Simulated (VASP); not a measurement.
Set up this calculation in VASP 6.6.1, as the native input.

```
Task                   : relaxation of cell and atoms
Functional             : optPBE-vdW
Potentials or basis    : VASP PAW PBE potentials, release 64 (Si)
Cutoff                 : 600 eV
k mesh                 : 8 × 8 × 8
Occupations            : fermi-dirac, width 0.05 eV
Spin                   : no spin polarisation
Further INCAR settings : ALGO = Normal; EDIFF = 1e-06; IBRION = 2; EDIFFG = -0.005; NSW = 60; ISIF = 3
```

The structure of Si lies in POSCAR:

```
Si
1.0
    0.0000000000      2.7218511865      2.7218511865
    2.7218511865      0.0000000000      2.7218511865
    2.7218511865      2.7218511865      0.0000000000
Si
2
Direct
    0.5000000000      0.5000000000      0.5000000000
    0.7500000000      0.7500000000      0.7500000000
```

One way to write it, as run:

INCAR

```
SYSTEM = Si
PREC = Accurate ; ENCUT = 600
EDIFF = 1E-6 ; ISMEAR = -1
SIGMA = 0.05 ; LREAL = .FALSE.
LASPH = .TRUE. ; NELM = 80
ALGO = Normal ; ISIF = 3
LWAVE = .FALSE. ; LCHARG = .FALSE.
GGA = OR ; LUSE_VDW = .TRUE.
AGGAC = 0.0 ; IBRION = 2
NSW = 60 ; EDIFFG = -0.005
```

KPOINTS

```
regular mesh
0
G
  8 8 8
  0 0 0
```

Potentials or basis: VASP PAW PBE potentials, release 64 (Si).

Launch:

```console
$ cat potpaw_PBE.64/Si/POTCAR > POTCAR
$ mpirun -np 1 vasp_std > vasp.out
```

Results of the run:

The relaxed volume is 20.61 Å³/atom. The relaxed cell is a = 3.877 Å, b = 3.877 Å, c = 3.877 Å, α = 60.00°, β = 60.00°, γ = 60.00°, the space group after relaxing (to 0.05 Å) is Fd-3m (No. 227) and the energy gained by relaxing is 2.7 meV/atom. The ionic steps are 3. The pressure after relaxing is 0.0 GPa and the band gap on the k mesh is 0.78 eV, indirect (least direct gap 2.63 eV).

Caveat: the PAW data sets were made with another functional, which shifts forces and pressure a little.

It took 54 s on 1 thread of AMD EPYC 9R45 (Zen 5), with other jobs on the host, peak memory 0.34 GiB.
